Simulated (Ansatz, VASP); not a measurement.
## Two plane-wave programs on Pt

```
CELL_PARAMETERS angstrom
0.00000 1.96420 1.96420
1.96420 0.00000 1.96420
1.96420 1.96420 0.00000
ATOMIC_POSITIONS crystal
Pt 0.00000 0.00000 0.00000
```

Alike in both runs: functional PBE; dispersion D3(BJ); k mesh 18 × 18 × 18; occupations gaussian, width 0.1 eV; no spin polarisation.

Ansatz relaxed the structure, and its values are those at the end. VASP's run is a single point on that final structure, the one shown.

|  | VASP | Ansatz |
| --- | --- | --- |
| version | VASP 6.6.1 | Ansatz 0.2.0 |
| potentials or method | VASP PAW PBE potentials, release 64 (Pt) | scalar-relativistic, plane waves, PAW |
| plane-wave cutoff (eV) | 520 | 420 |
| valence electrons in the cell | 10 | 18 |

```csv
,VASP,Ansatz,Ansatz less VASP
gap on the k mesh at the Fermi level (eV),none,none,-
pressure (GPa),-0.5,0.0,+0.53
```

A gap of «none» marks a metal or a gap that the smearing closes. The two sets of potentials don't hold the same shells in valence.

Caveats: pairwise dispersion overbinds metals, which lowers pressure and volume. The runs have no spin-orbit coupling, so splittings on Pt are missing.
